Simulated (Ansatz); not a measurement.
# PbSe in Ansatz: a series of runs

One slab, PbSe, is run at these levels: PBE; tasks: single point.

Program: Ansatz 0.2.0. These are calculated values, not measurements. Logs are shortened: lines on timing, memory, paths and dates and some standing lists are left out, and cuts for length are marked.

### 1 The structure

The cell holds a slab with vacuum, 4 atoms: a = 4.415 Å, b = 4.415 Å, c = 12.399 Å, α = 100.23°, β = 100.23°, γ = 90.13°.

### 2 Single point, PBE, 54.97 Å³/atom (volume scaled by 0.94)

Input file input.yaml:

```yaml
crystal:
  lattice:
    - [4.3247648758, 0.0, 0.0]
    - [-0.010100536, 4.3247530808, 0.0]
    - [-2.1573321698, -2.1623765405, 11.7558159939]
  atoms:
    - { symbol: Pb, position: [0.80684, 0.807304, 0.618443] }
    - { symbol: Pb, position: [0.185454, 0.19981, 0.382376] }
    - { symbol: Se, position: [0.287332, 0.323146, 0.623194] }
    - { symbol: Se, position: [0.684266, 0.699895, 0.377965] }
kpoints:
  mp_grid: { grid: [6, 6, 3] }
scf:
  occupations: { method: fermi_dirac, width: 0.05 }
hamiltonian:
  xc: pbe
  pseudopotentials: { kind: all_electron, lapw: { basis_error: 0.001 } }
output:
  forces: true
  stress: true
  eigenvalues: true
```

Potentials or basis: all-electron LAPW, scalar-relativistic.

Started as:

```console
$ ansatz run input.yaml --threads 2 --pin off --max-ram 6144MiB --backend cpu --events-out ev --progress --plain --runs-dir out
```

Log:

```text
Warning: RAYON_NUM_THREADS=2 ignored (pool sized by the plan → 2); use --threads N
LAPW: plane waves up to 7.798 Å⁻¹, error target 1.0e-3 eV per atom; small_component_spin mean_spin; Se in spheres of 1.340 Å, 24 of its electrons in bands, Dirac shells []; Pb in spheres of 1.488 Å, 36 of its electrons in bands, Dirac shells [] (how accurate: hamiltonian.pseudopotentials.lapw.basis_error, Limitations)
Engine: ansatz 0.2.0, x86_64-unknown-linux-gnu
Pseudopotentials: kind: all_electron
Pseudopotential: Pb, LAPW, valence charge 36, lapw/all_electron/scalar/gaussian/Pb, Koelling and Harmon's equation, gaussian nucleus
Pseudopotential: Se, LAPW, valence charge 24, lapw/all_electron/scalar/gaussian/Se, Koelling and Harmon's equation, gaussian nucleus
Functional definition: PBE
  parameter kappa = 0.804
  parameter beta = 0.06672455060314922
  exchange = pbe_x(kappa = kappa, mu = beta*pi^2/3)
  correlation = pbe_c(beta = beta)
Crystal: 4 atoms, lattice volume = 219.875 Å³
Basis set: ecut = 231.6858535110298 eV, 1745 PW (Γ), exchange–correlation at level 2
Bands: 72, of which v1, the nominal top of the filled ones, is band 60 counted from 1 (59 counted from 0)
Symmetry: 1 space group operations
Space group: P1 (ITA 1), of the structure as read, at distance tolerance 6.0e-5 Å
k-points: 56 of 108 (time reversal used)
Non-local potential: Pb, projectors of the file, none
Non-local potential: Se, projectors of the file, none
Initial density: superposition of atomic densities (neutral atoms: chi_scale 0, normalization atom)
Initial wavefunctions: plane waves of lowest kinetic energy (no species holds an atomic orbital)
Functional: x = pbe(κ = 0.804, μ = 0.2195149727645171), c = pbe(β = 0.06672455060314922)
iter 1 solved again at ethr=1.98e-3 eV; its pass at ethr=1.00e-1 eV (dr2=2.38e0 eV) is discarded
SCF iter   1: F=—  HF=-1268387.202615 eV  |F-HF|=—  |Δ(HF+E_count)|=         —  Δρ=1.97e-2  dr2=2.38e0  ethr=1.98e-3  ⟨swp⟩=2.0  Hψ=25191  notcnv=0
preconditioner: auto → Resta (q_TF=auto, 2.466 Å⁻¹)  ε∞=2.0  [insulator: Δε(μ)=1.808 eV  Ē_g=16.024 eV  σ=0.050 eV  W_gap=1.00  n_scr=60 (ndim 8)  ℏωp=15.8 eV  f_vac=0.491  D(μ)=0.00/eV (n_scr^D=0)  ε∞_Penn≈2.0  vacuum switching on, ρ_ref=1.9e-2 e/Å³]
iter 2 solved again at ethr=9.09e-5 eV; its pass at ethr=1.98e-3 eV (dr2=1.09e-1 eV) is discarded
SCF iter   2: F=—  HF=-1268386.460011 eV  |F-HF|=—  |Δ(HF+E_count)|=   7.43e-1  Δρ=5.27e-3  dr2=1.09e-1  ethr=9.09e-5  ⟨swp⟩=2.0  Hψ=20793  notcnv=0
SCF iter   3: F=—  HF=-1268386.448796 eV  |F-HF|=—  |Δ(HF+E_count)|=         —  Δρ=3.18e-3  dr2=4.78e-2  ethr=9.07e-5  ⟨swp⟩=2.0  Hψ=12265  notcnv=0
the basis was enlarged: its passes take 212.8 KiB over the memory plan, 2 of 2 planned eigensolver slots
SCF iter   4: F=—  HF=-1268386.451742 eV  |F-HF|=—  |Δ(HF+E_count)|=   2.95e-3  Δρ=7.56e-4  dr2=1.44e-3  ethr=3.98e-5  ⟨swp⟩=2.8  Hψ=12341  notcnv=0
SCF iter   5: F=—  HF=-1268386.451235 eV  |F-HF|=—  |Δ(HF+E_count)|=   5.07e-4  Δρ=1.96e-4  dr2=2.71e-4  ethr=1.20e-6  ⟨swp⟩=3.0  Hψ=12000  notcnv=0
SCF iter   6: F=—  HF=-1268386.451367 eV  |F-HF|=—  |Δ(HF+E_count)|=   1.32e-4  Δρ=1.46e-4  dr2=3.96e-4  ethr=2.26e-7  ⟨swp⟩=3.0  Hψ=11974  notcnv=0
SCF iter   7: F=—  HF=-1268386.451319 eV  |F-HF|=—  |Δ(HF+E_count)|=   4.80e-5  Δρ=3.53e-5  dr2=3.67e-6  ethr=2.26e-7  ⟨swp⟩=2.0  Hψ=11671  notcnv=0
SCF iter   8: F=—  HF=-1268386.451325 eV  |F-HF|=—  |Δ(HF+E_count)|=   5.80e-6  Δρ=1.15e-5  dr2=4.02e-7  ethr=3.06e-9  ⟨swp⟩=3.0  Hψ=12117  notcnv=0
SCF iter   9: F=-1268386.451325 eV  HF=-1268386.451325 eV  |F-HF|=1.89e-8  |Δ(HF+E_count)|=   6.29e-7  Δρ=2.84e-6  dr2=2.97e-8  ethr=3.35e-10  ⟨swp⟩=3.0  Hψ=12150  notcnv=0
SCF 1 converged in 9 iterations: F = -1268386.451325 eV  dr2 = 2.97e-8
SCF converged after 9 iterations
Free energy (F): -1268386.451325 eV
Harris-Foulkes:  -1268386.451325 eV  (|F-HF|=1.89e-8)
Internal energy: -1268386.451325 eV  (E = F + TS)
E sigma→0 (E₀):  -1268386.451325 eV
Entropy (-TS):   -0.000000 eV (-0.000 meV/atom)
Fermi energy:    4.487959 eV
--- Per-component energies (eV) ---
  E_band       = -8611.229586
  E_kinetic    = 1445333.497848
  E_xc         = -25952.352268
  E_electrostatic = -2687767.596905  (all electrons and nuclei)
  E_smearing   = -0.000000  (= −TS)
  E_closure    = 0.000000  (closes the sum)
  E_atoms      = -1268370.430718  (free atoms, spherical and without spin; not in F)
  Σ components = -1268386.451325   (vs F -1268386.451325, Δ=0.00e0)
  Basis errors (estimates in eV, not in F): energy 4.5e-4 per atom: plane waves 4.2e-4 (2.5e-4 summed), levels above the bands 1.6e-67, relativity 1.5e-8, radial functions 2.9e-5, core shells 2.1e-7; eigenvalues (radial functions only) 5.6e-7; not estimated: angular momenta, meshes, grids; target (lapw.basis_error) 1.0e-3; muffin-tin radii Se 1.340 Å, Pb 1.488 Å
--- Forces (eV/Å), atoms counted from 1 ---
  atom   1  Pb    -0.09293013     0.06595591     0.08977237
  atom   2  Pb     0.01827475    -0.01039584    -0.06395709
  atom   3  Se     0.15750110    -0.05532110     0.05728595
  atom   4  Se    -0.08285099    -0.00023506    -0.08309867
  max |Σ_I F_I| component: 5.27e-6 eV/Å
--- Stress (GPa, compression-positive) ---
        1.464156       0.017809       0.140133
        0.017809       1.466135       0.019278
        0.140133       0.019278       0.304682
  P = ⅓ Tr σ = 1.0783 GPa (10.783 kbar)
--- Band table (eV; the first three rows and the last of 56) ---
  k-point 0: bands = ["-203.2673", "-203.2640", "-142.7362", "-142.7352", "-142.7327", "-142.7316", "-142.7300", "-142.7272", "-135.3170", "-135.2968", "-124.3475", "-124.3474", "-124.3457", "-124.3433", "-124.3407", "-124.3404", "-124.3391", "-124.3268", "-124.3267", "-124.3248", "-124.3225", "-124.3203", "-124.3195", "-124.3184", "-77.1624", "-77.1601", "-77.1583", "-77.1433", "-77.1398", "-77.1374", "-42.9513", "-42.9495", "-42.9473", "-42.9470", "-42.9455", "-42.9450", "-42.9439", "-42.9437", "-42.9415", "-42.9409", "-12.7880", "-12.6735", "-12.6714", "-12.6585", "-12.6574", "-12.6517", "-12.6474", "-12.6272", "-12.6154", "-12.6140", "-9.2377", "-8.0960", "-3.3101", "-2.4312", "0.5931", "1.1861", "1.2042", "2.1852", "2.2008", "3.1660", "5.7460", "7.4355", "8.1591", "8.6880", "8.8809", "8.9333", "9.4799", "9.5510", "10.0652", "10.4800", "11.7679", "12.0028"]
  k-point 1: bands = ["-203.2673", "-203.2640", "-142.7362", "-142.7352", "-142.7327", "-142.7316", "-142.7300", "-142.7272", "-135.3170", "-135.2968", "-124.3475", "-124.3474", "-124.3457", "-124.3433", "-124.3407", "-124.3404", "-124.3391", "-124.3268", "-124.3267", "-124.3248", "-124.3225", "-124.3203", "-124.3195", "-124.3184", "-77.1624", "-77.1601", "-77.1583", "-77.1433", "-77.1398", "-77.1374", "-42.9513", "-42.9495", "-42.9473", "-42.9470", "-42.9455", "-42.9450", "-42.9439", "-42.9437", "-42.9415", "-42.9409", "-12.7880", "-12.6735", "-12.6714", "-12.6585", "-12.6574", "-12.6517", "-12.6474", "-12.6272", "-12.6154", "-12.6140", "-9.2377", "-8.0960", "-3.3101", "-2.4312", "0.5950", "1.1861", "1.2042", "2.1852", "2.2008", "3.1631", "5.6488", "7.9480", "8.1589", "8.6483", "8.8809", "8.9337", "9.3848", "9.4820", "9.5523", "10.0672", "11.9811", "11.9866"]
  k-point 2: bands = ["-203.2673", "-203.2640", "-142.7362", "-142.7352", "-142.7327", "-142.7316", "-142.7300", "-142.7272", "-135.3170", "-135.2968", "-124.3475", "-124.3474", "-124.3457", "-124.3433", "-124.3407", "-124.3404", "-124.3391", "-124.3268", "-124.3267", "-124.3248", "-124.3225", "-124.3203", "-124.3195", "-124.3184", "-77.1624", "-77.1601", "-77.1583", "-77.1433", "-77.1398", "-77.1374", "-42.9513", "-42.9495", "-42.9473", "-42.9470", "-42.9455", "-42.9450", "-42.9439", "-42.9436", "-42.9415", "-42.9409", "-12.7732", "-12.6724", "-12.6671", "-12.6615", "-12.6582", "-12.6567", "-12.6415", "-12.6303", "-12.6187", "-12.6144", "-9.1018", "-8.0599", "-3.6676", "-2.8448", "0.7130", "1.4259", "1.5488", "2.3806", "2.6470", "3.1073", "5.7054", "7.3788", "7.6452", "7.9173", "8.1009", "8.6213", "8.7191", "9.5863", "10.3355", "10.7278", "11.4619", "12.0885"]
  k-point 55: bands = ["-203.2673", "-203.2640", "-142.7362", "-142.7352", "-142.7327", "-142.7316", "-142.7300", "-142.7272", "-135.3170", "-135.2968", "-124.3475", "-124.3474", "-124.3457", "-124.3433", "-124.3407", "-124.3404", "-124.3391", "-124.3268", "-124.3267", "-124.3248", "-124.3225", "-124.3203", "-124.3195", "-124.3184", "-77.1624", "-77.1601", "-77.1583", "-77.1433", "-77.1398", "-77.1375", "-42.9513", "-42.9495", "-42.9474", "-42.9469", "-42.9454", "-42.9450", "-42.9439", "-42.9436", "-42.9415", "-42.9408", "-12.7767", "-12.7709", "-12.6732", "-12.6729", "-12.6543", "-12.6461", "-12.6183", "-12.6180", "-12.6156", "-12.5969", "-7.8852", "-7.8802", "-3.4672", "-3.4565", "-0.5246", "-0.5036", "0.7150", "0.7277", "2.2223", "2.2351", "7.3084", "7.3299", "8.7703", "8.7948", "9.3959", "9.4387", "10.2411", "10.2676", "11.1482", "11.3319", "11.3929", "11.6675"]
```

Wall time 2 min (2 threads of Intel Xeon Platinum 8259CL at 2.50GHz (Skylake/Cascade Lake), shared host); peak memory 1 GiB.

What came out:

* Free energy: -1268386.4513 eV
* Largest force: 0.176 eV/Å
* Band gap on the k mesh: 1.56 eV, direct

Caveat: spin-orbit coupling is left out, which as a rule narrows the gap of such compounds by several tenths of an eV.

### 3 Single point, PBE, 56.14 Å³/atom (volume scaled by 0.96)

Changes to input.yaml since step 2:

```diff
@@ -2,5 +2,5 @@
   lattice:
-    - [4.3247648758, 0.0, 0.0]
-    - [-0.010100536, 4.3247530808, 0.0]
-    - [-2.1573321698, -2.1623765405, 11.7558159939]
+    - [4.35522197, 0.0, 0.0]
+    - [-0.0101716689, 4.3552100919, 0.0]
+    - [-2.1725251505, -2.177605046, 11.8386061582]
   atoms:
```

Potentials or basis: all-electron LAPW, scalar-relativistic.

Started as:

```console
$ ansatz run input.yaml --threads 2 --pin off --max-ram 6144MiB --backend cpu --events-out ev --progress --plain --runs-dir out
```

Run time: 2 min. Hardware: 2 threads of Intel Xeon Platinum 8259CL at 2.50GHz (Skylake/Cascade Lake), shared host; peak memory 1 GiB.

It converged, with:

| Property | Result |
| --- | --- |
| Free energy | -1268386.4745 eV |
| Largest force | 0.144 eV/Å |
| Band gap on the k mesh | 1.56 eV, direct |

Caveat: spin-orbit coupling is left out, which as a rule narrows the gap of such compounds by several tenths of an eV.

### 4 Single point, PBE, 57.31 Å³/atom (volume scaled by 0.98)

Changes to input.yaml since step 3:

```diff
@@ -2,5 +2,5 @@
   lattice:
-    - [4.35522197, 0.0, 0.0]
-    - [-0.0101716689, 4.3552100919, 0.0]
-    - [-2.1725251505, -2.177605046, 11.8386061582]
+    - [4.3852589327, 0.0, 0.0]
+    - [-0.0102418205, 4.3852469728, 0.0]
+    - [-2.187508556, -2.1926234864, 11.920254298]
   atoms:
```

Started as:

```console
$ ansatz run input.yaml --threads 2 --pin off --max-ram 6144MiB --backend cpu --events-out ev --progress --plain --runs-dir out
```

Run time: 2 min. Hardware: 2 threads of Intel Xeon Platinum 8259CL at 2.50GHz (Skylake/Cascade Lake), shared host; peak memory 1 GiB.

It converged, with:

* Free energy: -1268386.4822 eV
* Largest force: 0.167 eV/Å
* Band gap on the k mesh: 1.56 eV, direct

Caveat: spin-orbit coupling is left out, which as a rule narrows the gap of such compounds by several tenths of an eV.

### 5 Single point, PBE, 58.48 Å³/atom

Changes to input.yaml since step 4:

```diff
@@ -2,5 +2,5 @@
   lattice:
-    - [4.3852589327, 0.0, 0.0]
-    - [-0.0102418205, 4.3852469728, 0.0]
-    - [-2.187508556, -2.1926234864, 11.920254298]
+    - [4.4148899595, 0.0, 0.0]
+    - [-0.0103110241, 4.4148779187, 0.0]
+    - [-2.2022894676, -2.2074389594, 12.000799]
   atoms:
```

Started as:

```console
$ ansatz run input.yaml --threads 2 --pin off --max-ram 6144MiB --backend cpu --events-out ev --progress --plain --runs-dir out
```

Run time: 1.9 min. Hardware: 2 threads of Intel Xeon Platinum 8259CL at 2.50GHz (Skylake/Cascade Lake), shared host; peak memory 0.99 GiB.

Results (log left out):

```yaml
Free_energy: -1268386.4762 eV
Largest_force: 0.250 eV/Å
Band_gap_on_the_k_mesh: 1.56 eV, direct
```

Caveat: spin-orbit coupling is left out, which as a rule narrows the gap of such compounds by several tenths of an eV.

### 6 Single point, PBE, 59.65 Å³/atom (volume scaled by 1.02)

Changes to input.yaml since step 5:

```diff
@@ -2,5 +2,5 @@
   lattice:
-    - [4.4148899595, 0.0, 0.0]
-    - [-0.0103110241, 4.4148779187, 0.0]
-    - [-2.2022894676, -2.2074389594, 12.000799]
+    - [4.4441284934, 0.0, 0.0]
+    - [-0.010379311, 4.4441163729, 0.0]
+    - [-2.2168745911, -2.2220581865, 12.0802768063]
   atoms:
```

Potentials or basis: all-electron LAPW, scalar-relativistic.

Started as:

```console
$ ansatz run input.yaml --threads 2 --pin off --max-ram 6144MiB --backend cpu --events-out ev --progress --plain --runs-dir out
```

Wall time 1.9 min (2 threads of Intel Xeon Platinum 8259CL at 2.50GHz (Skylake/Cascade Lake), shared host); peak memory 0.98 GiB.

The run converged. Its results:

| Item | Value |
| --- | --- |
| Free energy | -1268386.4579 eV |
| Largest force | 0.339 eV/Å |
| Band gap on the k mesh | 1.56 eV, direct |

Caveat: spin-orbit coupling is left out, which as a rule narrows the gap of such compounds by several tenths of an eV.

### 7 Single point, PBE, 60.82 Å³/atom (volume scaled by 1.04)

Changes to input.yaml since step 6:

```diff
@@ -2,5 +2,5 @@
   lattice:
-    - [4.4441284934, 0.0, 0.0]
-    - [-0.010379311, 4.4441163729, 0.0]
-    - [-2.2168745911, -2.2220581865, 12.0802768063]
+    - [4.4729872793, 0.0, 0.0]
+    - [-0.010446711, 4.47297508, 0.0]
+    - [-2.231270284, -2.2364875401, 12.1587223602]
   atoms:
```

Started as:

```console
$ ansatz run input.yaml --threads 2 --pin off --max-ram 6144MiB --backend cpu --events-out ev --progress --plain --runs-dir out
```

Run time: 1.9 min. Hardware: 2 threads of Intel Xeon Platinum 8259CL at 2.50GHz (Skylake/Cascade Lake), shared host; peak memory 0.98 GiB.

It converged, with:

* Free energy: -1268386.4284 eV
* Largest force: 0.422 eV/Å
* Band gap on the k mesh: 1.56 eV, direct

Caveat: spin-orbit coupling is left out, which as a rule narrows the gap of such compounds by several tenths of an eV.

### 8 Single point, PBE, 61.99 Å³/atom (volume scaled by 1.06)

Changes to input.yaml since step 7:

```diff
@@ -2,5 +2,5 @@
   lattice:
-    - [4.4729872793, 0.0, 0.0]
-    - [-0.010446711, 4.47297508, 0.0]
-    - [-2.231270284, -2.2364875401, 12.1587223602]
+    - [4.5014784123, 0.0, 0.0]
+    - [-0.0105132524, 4.5014661353, 0.0]
+    - [-2.2454825799, -2.2507330677, 12.2361685397]
   atoms:
```

Started as:

```console
$ ansatz run input.yaml --threads 2 --pin off --max-ram 6144MiB --backend cpu --events-out ev --progress --plain --runs-dir out
```

Run time: 1.9 min. Hardware: 2 threads of Intel Xeon Platinum 8259CL at 2.50GHz (Skylake/Cascade Lake), shared host; peak memory 0.99 GiB.

It converged, with:

| Item | Value |
| --- | --- |
| Free energy | -1268386.3891 eV |
| Largest force | 0.499 eV/Å |
| Band gap on the k mesh | 1.56 eV, direct |

Caveat: spin-orbit coupling is left out, which as a rule narrows the gap of such compounds by several tenths of an eV.

### 9 The reference run

An earlier run on the cell as given: functional PBE; potentials or basis all-electron LAPW, scalar-relativistic; cutoff 219 eV (chosen from the basis error); basis error allowed 0.001 eV/atom; k mesh 6 × 6 × 3; occupations fermi-dirac, width 0.05 eV; no spin polarisation.

- Largest force: 0.250 eV/Å
- Band gap on the k mesh: 1.56 eV, direct
- Loewdin charges: Pb +0.43, +0.44; Se -0.39 e
